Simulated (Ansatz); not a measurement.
**A Li vacancy and a F vacancy, 3.47 Å apart on the ideal sites in rocksalt LiF, 62 atoms, charge 0**

All numbers come from Ansatz (PAW, plane waves, no spin–orbit coupling) at the single k point (¼, ¼, ¼) without its symmetry partners. The atoms were relaxed with PBEsol in a fixed cell; other functionals are single points on those atoms unless said otherwise. The valence top and gap of the host come from its small cell on a dense mesh, with the band extrema sought between the mesh points, lined up by the mean potential, PBEsol gap 9.05 eV, r²SCAN gap 10.20 eV.

Cell: a = 8.015 Å, b = 8.015 Å, c = 8.015 Å, α = 90.00°, β = 90.00°, γ = 90.00°.

Nearest atoms after relaxation, from the placed atom (for vacancies from the middle of the vacant sites): F at 1.74 Å, F at 1.74 Å, F at 1.74 Å, Li at 1.77 Å, Li at 1.77 Å, Li at 1.78 Å, Li at 3.24 Å, Li at 3.25 Å.

Chemical potentials μ are those of reference phases of the elements at zero temperature by the same functional (the usual solids, diamond for C, grey Sn, and the molecules H2, N2, O2, F2, Cl2, Br2 and S8).

```tsv
functional	E(defect) − E(host) − Σ nμ + q·E_VBM (eV)	monopole (eV)	alignment (eV)	formation energy at E_F = VBM (eV)	moment (μB)	wall time, shared host
PBEsol	7.63	0.00	0.00	7.63	0 (no spin)	14 s on 7 threads of Neoverse-V2 (relaxation)
r²SCAN	8.23	0.00	0.00	8.23	0 (no spin)	15 s on 7 threads of Neoverse-V2
```

r²SCAN one-electron levels near the gap (the ten most localised at most), from the host's valence top:

| level (eV) | spin | filling | atoms sharing it | element of the atom with most weight |
| --- | --- | --- | --- | --- |
| -0.20 | both | 2.00 | 21.6 | spread |
| -0.17 | both | 2.00 | 20.3 | spread |
| -0.17 | both | 2.00 | 21.1 | spread |
| -0.17 | both | 2.00 | 21.1 | spread |
| -0.08 | both | 2.00 | 11.5 | F |
| 0.06 | both | 2.00 | 17.0 | F |
| 0.06 | both | 2.00 | 17.0 | F |
| 0.14 | both | 2.00 | 8.6 | F |
| 0.14 | both | 2.00 | 8.7 | F |
| 7.83 | both | 0.00 | 11.3 | Li |

All elements are taken at their own reference at once; growth conditions in equilibrium with the host shift these energies, by up to the host's formation enthalpy.

One k point and a cell of this size can leave errors of several tenths of an eV in such numbers.
